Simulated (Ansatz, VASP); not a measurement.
# One calculation of Ge, two programs

INCAR

```
ALGO = Normal ; EDIFF = 1E-6
ENCUT = 520 ; GGA = PS
ISIF = 2 ; ISMEAR = 1
IVDW = 13 ; LASPH = T
LCHARG = T ; LELF = T
LREAL = F ; LVHAR = T
LWAVE = F ; NBANDS = 36
NELM = 60 ; PREC = Accurate
SIGMA = 0.5
```

The input KPOINTS:

```
k-points
0
Gamma
  6 6 2
```

The input POSCAR:

```
Ge
1.0
    4.0504050000      0.0000000000      0.0000000000
   -2.0252020000      3.5077530000      0.0000000000
    0.0000000000      0.0000000000     10.9933590000
Ge
4
Direct
    0.0000000000      0.0000000000      0.9774520000
    0.0000000000      0.0000000000      0.4774520000
    0.3333333333      0.6666666667      0.9148480000
    0.6666666667      0.3333333333      0.4148480000
```

Input for Ansatz:

```yaml
crystal:
  lattice:
    - [4.050405, 0.0, 0.0]
    - [-2.025202, 3.507753, 0.0]
    - [0.0, 0.0, 10.993359]
  atoms:
    - { symbol: Ge, position: [0.0, 0.0, 0.9774520000000001] }
    - { symbol: Ge, position: [0.0, 0.0, 0.477452] }
    - { symbol: Ge, position: [0.33333333333333337, 0.6666666666666666, 0.914848] }
    - { symbol: Ge, position: [0.6666666666666667, 0.3333333333333333, 0.41484799999999994] }
kpoints:
  mp_grid:
    grid: [6, 6, 2]
hamiltonian:
  xc: pbesol
  dispersion: d4
  pseudopotentials:
    kind: paw
scf:
  occupations:
    method: methfessel_paxton
    width: 0.5
```

This isn't the form of Ge at room conditions, which is diamond.

Alike in both runs: task single point; functional PBEsol; dispersion D4; k mesh 6 × 6 × 2; occupations methfessel-paxton of order 1, width 0.5 eV; no spin polarisation.

|  | VASP | Ansatz |
| --- | --- | --- |
| version | VASP 6.6.1 | Ansatz 0.2.0 |
| potentials or method | VASP PAW PBE potentials, release 64 (Ge_d) | plane waves, PAW |
| plane-wave cutoff (eV) | 520 | 420 |
| valence electrons in the cell | 56 | 56 |

```csv
,VASP,Ansatz,Ansatz less VASP
dispersion energy (meV/atom),-130.8,-130.9,-0.15
```
